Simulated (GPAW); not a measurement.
# Rb in GPAW: convergence with plane-wave cutoff (eV)

Input of the first run (plane-wave cutoff (eV) 200); the others differ in this setting and in those tied to it:

run.py

```python
from ase import Atoms
from ase.dft.bandgap import bandgap
from ase.io import write
from ase.units import GPa
from gpaw import GPAW, PW, setup_paths

setup_paths.insert(0, '.')

atoms = Atoms(['Rb'],
              cell=[[0.0, 3.63988467, 3.63988467],
                    [3.63988467, 0.0, 3.63988467],
                    [3.63988467, 3.63988467, 0.0]],
              scaled_positions=[[0.0, 0.0, 0.0]],
              pbc=True)

calc = GPAW(mode=PW(200),
            xc='PBE',
            kpts={'size': (6, 6, 6), 'gamma': True},
            occupations={'name': 'fermi-dirac', 'width': 0.05},
            setups={'Rb': 'jth'},
            nbands=-7,
            convergence={'density': 1e-05, 'energy': 1e-05},
            maxiter=100,
            txt='gpaw.txt')
atoms.calc = calc
energy = atoms.get_potential_energy()
forces = atoms.get_forces()
stress = atoms.get_stress()
calc.write('gs.gpw')
write('result.traj', atoms)
print(f'Energy: {energy:.6f} eV')
print('Forces (eV/A):')
print(forces.round(4))
print('Stress (GPa):', (stress / GPa).round(3))
print('Fermi level:', round(calc.get_fermi_level(), 4), 'eV')
print(f'Gap: {bandgap(calc)[0]:.4f} eV, direct: {bandgap(calc, direct=True)[0]:.4f} eV')
```

Potentials or basis: JTH PAW 2.0, PBE, pw.

Launch:

```bash
$ OMP_NUM_THREADS=1 python run.py
```

This isn't the form of Rb at room conditions, which is bcc.

Hardware: 1 thread of Intel(R) Xeon(R) Platinum 8488C (Sapphire Rapids) (shared host).

```
plane-wave cutoff (eV)  energy less the tightest run, at zero smearing (meV/atom)  pressure (GPa)  SCF cycles  CPU time (s)  peak memory (GiB)
                   200                                                    -149.36           -1.82           9           3.5               0.12
                   250                                                    -269.20            0.83           9           3.3               0.13
                   300                                                    -103.54            1.38          10           4.1               0.13
                   350                                                      -4.70            0.03           9           4.4               0.14
                   400                                                     -12.68           -0.29           9           4.5               0.14
                   500                                                     -32.43            0.10          10           6.9               0.15
                   600                                                      -2.40           -0.04          10           7.6               0.17
                   800                                                      -5.86           -0.09           9            13                0.2
                  1000                                                       0.00           -0.11          10            15               0.24
```

Against the tightest run, the pressure stays within 0.1 GPa from 600 on. Not settled before the last step: the energy (to 1 meV/atom). The tightest run that finished is the yardstick and may itself not be fully converged.

Caveat, for the tightest run too: the program truncates these outside data sets.
